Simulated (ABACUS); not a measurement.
## Br under changes of volume

One of the cells (28.997 Å³/atom); the others are scaled copies at fixed shape and fractional positions:

```
Br
1.0
    -1.42349    1.42349    3.57752
     1.42349   -1.42349    3.57752
     1.42349    1.42349   -3.57752
Br
1
Direct
  0.00000 0.00000 0.00000
```

```yaml
Program: ABACUS 3.10.1
Functional: PBE
Potentials_or_basis: PseudoDojo NC SR 0.4.1 PBE standard
Cutoff: 639 eV
Density_cutoff: 2558 eV
Basis: plane waves
k_mesh: 13 × 13 × 13
Occupations: fermi-dirac, width 0.05 eV
Spin: no spin polarisation
```

```tsv
volume (Å³/atom)	energy over the lowest point (meV/atom)	pressure (GPa)
27.257	33.69	4.2
27.837	?	?
28.417	11.00	2.2
28.997	4.61	1.4
29.577	1.05	0.6
30.157	0.00	0.0
30.737	1.17	-0.6
```

Task: What does the run at 27.837 Å³/atom give?

Result: Energy over the lowest point 20.55 meV/atom; pressure 3.1 GPa.

Worked out: A Birch-Murnaghan fit of order 3 (a polynomial in V^(-2/3)) to the other rows has its minimum at 30.13 Å³/atom with B0 = V·E''(V) = 32 GPa and B' = 5.1 at fixed shape and positions, which overstates the stiffness. It gives 20.56 meV/atom at 27.837 Å³/atom, against the run's 20.55, and -dE/dV = 3.1 GPa, against 3.1.

Energies are extrapolated to zero smearing.

Caveats: an odd number of electrons without spin polarisation forces a metal; a magnetic or distorted state may lie lower.
